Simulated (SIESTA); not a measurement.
Sb under changes of volume

One of the cells (30.810 Å³/atom); the others are scaled copies at fixed shape and fractional positions:

```
CELL_PARAMETERS angstrom
2.16847 1.25196 3.78289
-2.16847 1.25196 3.78289
0.00000 -2.50393 3.78289
ATOMIC_POSITIONS crystal
Sb 0.76651 0.76651 0.76651
Sb 0.23349 0.23349 0.23349
```

| Property | Result |
| --- | --- |
| Program | SIESTA 5.4.2 |
| Functional | PBE |
| Potentials or basis | PseudoDojo 0.4 standard (PBE files) |
| Basis | DZP (energy shift 0.003 Ry; two zetas on semicore shells) |
| Grid cutoff | 500 Ry |
| Energy shift | 0.003 Ry |
| k mesh | 8 × 8 × 8 |
| Occupations | fermi-dirac, width 0.05 eV |
| Spin | no spin polarisation |

| volume (Å³/atom) | energy over the lowest point (meV/atom) | pressure (GPa) | largest force (eV/Å) |
| --- | --- | --- | --- |
| 28.393 | ? | ? | ? |
| 28.998 | 57.73 | 6.6 | 0.609 |
| 29.602 | 37.42 | 5.0 | 0.493 |
| 30.810 | 9.81 | 2.4 | 0.277 |
| 31.414 | 2.91 | 1.3 | 0.182 |
| 32.018 | 0.00 | 0.3 | 0.092 |

Question: What does the run at 28.393 Å³/atom give?

Answer: Energy over the lowest point 85.57 meV/atom; pressure 8.3 GPa; largest force 0.733 eV/Å.

Worked out: A Birch-Murnaghan fit of order 3 (a polynomial in V^(-2/3)) to the other rows has its minimum at 32.11 Å³/atom, just outside them, with B0 = V·E''(V) = 60 GPa (rough, since the energies scatter) at fixed shape and positions, which overstates the stiffness. It gives 82.54 meV/atom at 28.393 Å³/atom, against the run's 85.57, and -dE/dV = 7.1 GPa, against 8.3.

Energies are extrapolated to zero smearing.

Caveats: the basis of atomic orbitals isn't converged, which shifts pressures, moduli and gaps.
